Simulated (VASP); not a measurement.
# SiNi (Pnma) in VASP: a series of runs

Aim: see how the results for SiNi move with the level of theory and the settings. Levels: LDA, PBE, PBEsol. Tasks: relaxation of cell and atoms.

All numbers are computed with VASP 6.6.1; they aren't measurements. Logs are shortened: lines on timing, memory, paths and dates and some standing lists are left out, and cuts for length are marked.

### Step 1. Starting point

Symmetry: Pnma, No. 62, orthorhombic system. Conventional cell: a = 5.173 Å, b = 3.338 Å, c = 5.605 Å, α = 90.00°, β = 90.00°, γ = 90.00°. Around Si (site symmetry m) lie 6 Ni at 2.28 to 2.40 Å. Around Ni (site symmetry m) lie 6 Si at 2.28 to 2.40 Å.

### Step 2. Relaxation of cell and atoms, LDA

INCAR

```
SYSTEM = SiNi
PREC     = Accurate       ! precision mode
ENCUT    = 600            ! plane-wave cutoff, eV
EDIFF    = 1E-6           ! SCF threshold, eV
ISMEAR   = 1              ! smearing method
SIGMA    = 0.1            ! smearing width, eV
LREAL    = .False.        ! projectors in reciprocal space
LASPH    = .True.         ! aspherical terms in the spheres
NELM     = 80             ! most SCF steps
ALGO     = Normal         ! electronic algorithm
ISIF     = 3              ! what is computed and relaxed
LWAVE    = .False.        ! write WAVECAR
LCHARG   = .False.        ! write CHGCAR
IBRION   = 2              ! ionic algorithm
NSW      = 90             ! ionic steps
EDIFFG   = -0.01          ! ionic threshold
KPAR     = 4
```

KPOINTS

```
Automatic mesh
0
Gamma
  8 12 8
  0 0 0
```

POSCAR

```
SiNi
1.0
    5.1731000000      0.0000000000      0.0000000000
    0.0000000000      3.3381000000      0.0000000000
    0.0000000000      0.0000000000      5.6049000000
Si Ni
4 4
Direct
    0.3212800000      0.7500000000      0.0825000000
    0.1787200000      0.2500000000      0.5825000000
    0.8212800000      0.7500000000      0.4175000000
    0.6787200000      0.2500000000      0.9175000000
    0.0077900000      0.2500000000      0.1875200000
    0.4922100000      0.7500000000      0.6875200000
    0.5077900000      0.2500000000      0.3124800000
    0.9922100000      0.7500000000      0.8124800000
```

Potentials or basis: VASP PAW LDA potentials, release 64 (Si, Ni).

Command:

```bash
$ cat potpaw_LDA.64/Si/POTCAR potpaw_LDA.64/Ni/POTCAR > POTCAR
$ mpirun -np 4 vasp_std > vasp.out
```

OUTCAR:

```text
SYSTEM = SiNi
   PREC = Accurate
   ENCUT = 600
   EDIFF = 1E-6
   ISMEAR = 1
   LREAL = .False.
   LASPH = .True.
   NELM = 80
   ISIF = 3
   IBRION = 2
   NSW = 90
   EDIFFG = -0.01

 ion  position               nearest neighbor table
   1  0.321  0.750  0.083-   8 2.28   7 2.32   7 2.32   6 2.38   5 2.40   5 2.40   4 2.66   4 2.66

   2  0.179  0.250  0.583-   7 2.28   8 2.32   8 2.32   5 2.38   6 2.40   6 2.40   3 2.66   3 2.66

   3  0.821  0.750  0.417-   6 2.28   5 2.32   5 2.32   8 2.38   7 2.40   7 2.40   2 2.66   2 2.66

   4  0.679  0.250  0.917-   5 2.28   6 2.32   6 2.32   7 2.38   8 2.40   8 2.40   1 2.66   1 2.66

   5  0.008  0.250  0.188-   4 2.28   3 2.32   3 2.32   2 2.38   1 2.40   1 2.40   7 2.68   7 2.68
                             8 2.69   8 2.69
   6  0.492  0.750  0.688-   3 2.28   4 2.32   4 2.32   1 2.38   2 2.40   2 2.40   8 2.68   8 2.68
                             7 2.69   7 2.69
   7  0.508  0.250  0.312-   2 2.28   1 2.32   1 2.32   4 2.38   3 2.40   3 2.40   5 2.68   5 2.68
                             6 2.69   6 2.69
   8  0.992  0.750  0.812-   1 2.28   2 2.32   2 2.32   3 2.38   4 2.40   4 2.40   6 2.68   6 2.68
                             5 2.69   5 2.69

  LATTYP: Found a simple orthorhombic cell.
 ALAT       =     3.3381000000
 B/A-ratio  =     1.5497139091
 C/A-ratio  =     1.6790689314

  Lattice vectors:

 A1 = (   0.0000000000,  -3.3381000000,   0.0000000000)
 A2 = (   5.1731000000,   0.0000000000,   0.0000000000)
 A3 = (   0.0000000000,   0.0000000000,   5.6049000000)

Analysis of symmetry for initial positions (statically):
=====================================================================
 Subroutine PRICEL returns:
 Original cell was already a primitive cell.

 Routine SETGRP: Setting up the symmetry group for a
 simple orthorhombic supercell.

 Subroutine GETGRP returns: Found  8 space group operations
 (whereof  2 operations were pure point group operations)
 out of a pool of  8 trial point group operations.

The static configuration has the point symmetry S_2 .
 The point group associated with its full space group is D_2h.

Analysis of symmetry for dynamics (positions and initial velocities):
=====================================================================
 Subroutine PRICEL returns:
 Original cell was already a primitive cell.

 Routine SETGRP: Setting up the symmetry group for a
 simple orthorhombic supercell.

[... 134 lines left out ...]
   IALGO  =     38    algorithm
   IMIX   =      4    mixing-type and parameters
     AMIX     =   0.40;   BMIX     =  1.00
     AMIX_MAG =   1.60;   BMIX_MAG =  1.00
  volume/ion in A,a.u.               =      12.10        81.64
  Fermi-wavevector in a.u.,A,eV,Ry     =   1.364158  2.577886 25.319466  1.860928
  Thomas-Fermi vector in A             =   2.490499
   LORBIT       =      0    0 simple, 1 ext, 2 COOP (PROOUT), +10 PAW based schemes
   GGA     = CA    functional components
   LHFCALC =     F    Hartree Fock is set to
   AEXX    =    0.0000 exact exchange contribution
   IVDW    =     0    specifies the selected vdW correction
   LEPSILON=     F    determine dielectric tensor
   LRPA    =     F    only Hartree local field effects (RPA)
 conjugate gradient relaxation of ions
 non-spin polarized calculation
 Methfessel and Paxton  Order N= 1 SIGMA  =   0.10
  energy-cutoff  :      600.00
  volume of cell :       96.79
 maximum number of plane-waves:      3260
 NGX is ok and might be reduce to    42
   NGX = 21   NGY = 13   NGZ = 23

--------------------------------------- Ionic step        1  -------------------------------------------

 number of electron      56.0000001 magnetization

 Free energy of the ion-electron system (eV)
  ---------------------------------------------------
  ext. energy  EPLUGINS =         0.00000000
  ---------------------------------------------------
  free energy    TOTEN  =       -54.93288270 eV

  energy without entropy =      -54.93133058  energy(sigma->0) =      -54.93236533

------------------------ aborting loop because EDIFF is reached ----------------------------------------

  FORCE on cell =-STRESS in cart. coord.  units (eV):
  Direction    XX          YY          ZZ          XY          YZ          ZX
  --------------------------------------------------------------------------------------
  -------------------------------------------------------------------------------------
  Total       -5.6933431     -4.7574925     -5.3163107      0.0000000      0.0000000      0.0000000
  in kB      -94.2453328    -78.7536360    -88.0040893      0.0000000      0.0000000      0.0000000
  external PRESSURE =     -87.0010194 kB  Pullay stress =       0.0000000 kB
[... 107 lines left out ...]
  FREE ENERGIE OF THE ION-ELECTRON SYSTEM (eV)
  ---------------------------------------------------
  free  energy   TOTEN  =       -55.0616266655 eV

  energy  without entropy=      -55.0602042506  energy(sigma->0) =      -55.06115253

[... ionic steps 4 to 13 ...]

--------------------------------------- Ionic step       14  -------------------------------------------

 number of electron      56.0000019 magnetization

------------------------ aborting loop because EDIFF is reached ----------------------------------------
[... 79 lines left out ...]
--------------------------------------- Ionic step       16  -------------------------------------------

 number of electron      56.0000018 magnetization

 Free energy of the ion-electron system (eV)
  ---------------------------------------------------
  ext. energy  EPLUGINS =         0.00000000
  ---------------------------------------------------
  free energy    TOTEN  =       -55.07313973 eV

  energy without entropy =      -55.07430821  energy(sigma->0) =      -55.07352923

 E-fermi :  11.0404     XC(G=0): -12.6539

 val. band max:       11.0372316780   @ k =   0.2500   0.2500   0.2500
 cond. band min:      11.0498375669   @ k =   0.0000   0.4167   0.2500
 fundamental gap:      0.0126058889
 Fermi energy:        11.0404005769

 k-point     1 :       0.0000    0.0000    0.0000
  band No.  band energies     occupation
      1      -2.3241      2.00000
      2       1.2927      2.00000
      3       2.3863      2.00000
      4       3.1142      2.00000
      5       4.2430      2.00000
      6       4.7606      2.00000
[... 853 lines left out ...]
     32      12.7868     -0.00000
     33      13.6474      0.00000

 [... further k-points ...]
[... 5 lines left out ...]
  --------------------------------------------------------------------------------------
  -------------------------------------------------------------------------------------
  Total        0.0672890      0.0503039      0.0418955      0.0000000      0.0000000      0.0000000
  in kB        1.1691377      0.8740239      0.7279283      0.0000000      0.0000000      0.0000000
  external PRESSURE =       0.9236967 kB  Pullay stress =       0.0000000 kB
[... 23 lines left out ...]
  FREE ENERGIE OF THE ION-ELECTRON SYSTEM (eV)
  ---------------------------------------------------
  free  energy   TOTEN  =       -55.0731397341 eV

  energy  without entropy=      -55.0743082101  energy(sigma->0) =      -55.07352923

 reached required accuracy - stopping structural energy minimisation
```

It took 35 min on 4 MPI ranks of Intel Xeon Platinum 8488C (Sapphire Rapids), shared host; peak memory 0.62 GiB.

Results:

| Item | Value |
| --- | --- |
| Free energy | -55.0731 eV |
| Relaxed volume | 11.53 Å³/atom |
| Relaxed cell | a = 5.044 Å, b = 3.338 Å, c = 5.477 Å, α = 90.00°, β = 90.00°, γ = 90.00° |
| Space group after relaxing (to 0.05 Å) | Pnma (No. 62) |
| Energy gained by relaxing | 17.5 meV/atom |
| Ionic steps | 16 |
| Pressure after relaxing | 0.1 GPa |
| Largest force after relaxing | 0.007 eV/Å |
| Band gap on the k mesh | none (metal or under the smearing width) |

Forces in eV/Å, atoms in the order of the input:
```
Si   0.001  0.000  0.001
Si  -0.001  0.000  0.001
Si   0.001  0.000 -0.001
Si  -0.001  0.000 -0.001
Ni   0.007  0.000 -0.002
Ni  -0.007  0.000 -0.002
Ni   0.007  0.000  0.002
Ni  -0.007  0.000  0.002
```

Step by step:
```tsv
step	energy change (eV)	largest force (eV/Å)	pressure (GPa)	volume (Å³)
1	0.0000	0.1595	-8.70	96.79
2	0.0255	0.2193	11.61	87.87
3	-0.1287	0.1056	0.03	92.37
4	-0.1287	0.1054	0.04	92.28
5	-0.1281	0.1055	0.76	92.03
6	-0.1286	0.1054	0.36	92.19
7	-0.1321	0.0752	0.35	92.17
8	-0.1358	0.0957	0.43	92.11
9	-0.1383	0.0626	-0.26	92.42
10	-0.1385	0.0508	-0.54	92.53
11	-0.1398	0.0414	0.13	92.25
12	-0.1398	0.0417	0.09	92.24
13	-0.1401	0.0259	-0.01	92.27
14	-0.1402	0.0119	-0.10	92.30
15	-0.1402	0.0095	-0.10	92.31
16	-0.1403	0.0071	0.09	92.21
```

Final structure:
```
Si Ni
1.0
     5.04440    0.00000    0.00000
     0.00000    3.33779    0.00000
     0.00000    0.00000    5.47671
Si Ni
4 4
Direct
  0.32001 0.75000 0.08735
  0.17999 0.25000 0.58735
  0.82001 0.75000 0.41265
  0.67999 0.25000 0.91265
  0.00928 0.25000 0.18782
  0.49072 0.75000 0.68782
  0.50928 0.25000 0.31218
  0.99072 0.75000 0.81218
```

Spin polarisation is off, so any magnetic state and its effect on volume and gap are missing. LDA usually gives volumes a few per cent too small.

(Continued in part 2 of 4.)
